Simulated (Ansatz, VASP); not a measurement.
## Fe in VASP and in Ansatz

File INCAR:

```
SYSTEM = Fe
ALGO = Fast ; EDIFF = 1E-6
ENCUT = 520 ; ISIF = 2
ISMEAR = -1 ; ISPIN = 2
LASPH = .True. ; LCHARG = .False.
LMAXMIX = 4 ; LORBIT = 11
LREAL = .False. ; LWAVE = .False.
MAGMOM = 3 ; NBANDS = 14
NELM = 150 ; PREC = Accurate
SIGMA = 0.05
```

Contents of KPOINTS:

```
k-points
0
Gamma
  13 13 13
  0 0 0
```

The input POSCAR:

```
Fe
1.0
    0.0000000000      1.9798226863      2.0036464209
    1.5278283418      0.0000000000      2.0036464209
    1.5278283418      1.9798226863      0.0000000000
Fe
1
Direct
    0.0000000000      0.0000000000      0.0000000000
```

File input.yaml:

```yaml
crystal:
  lattice:
    - [0.0, 1.9798226863, 2.0036464209]
    - [1.5278283418, 0.0, 2.0036464209]
    - [1.5278283418, 1.9798226863, 0.0]
  atoms:
    - { symbol: Fe, position: [0.0, 0.0, 0.0], spin: 3.0 }
kpoints:
  mp_grid: { grid: [13, 13, 13] }
scf:
  occupations: { method: fermi_dirac, width: 0.05 }
hamiltonian:
  xc: lda
  pseudopotentials: { kind: all_electron, lapw: { basis_error: 0.001 } }
magnetization:
  spin_polarized: true
output:
  forces: true
  stress: true
  eigenvalues: true
```

Change from the starting cell: volume scaled by 1.06.

Alike in both runs: task single point; functional LDA; k mesh 13 × 13 × 13; occupations fermi-dirac, width 0.05 eV; collinear spin.

```csv
,VASP,Ansatz
version,VASP 6.6.1,Ansatz 0.2.0
potentials or method,"VASP PAW LDA potentials, release 64 (Fe)","all-electron LAPW, scalar-relativistic"
plane-wave cutoff (eV),520,see its input
```

Ansatz gave:

- gap on the k mesh at the Fermi level (eV): none
- pressure (GPa): -25.6
- largest component of the traceless stress (GPa): 3.78
- net moment per atom (μB): 2.28
- size of the moment on the site where the two differ most (μB): 2.31

Problem. What did VASP give for the same quantities?

Solution. gap on the k mesh at the Fermi level (eV): none; pressure (GPa): -26.6; largest component of the traceless stress (GPa): 4.08; net moment per atom (μB): 2.23; size of the moment on the site where the two differ most (μB): 2.21.

Site moments also hang on the region over which each program counts them. A gap of «none» marks a metal or a gap that the smearing closes. Ansatz ran all-electron here, so the differences hold the error of VASP's frozen core and of both bases.

Caveats: so large a pressure means that the cell lies far from this level's equilibrium, or that cutoff or potentials fall short (VASP).
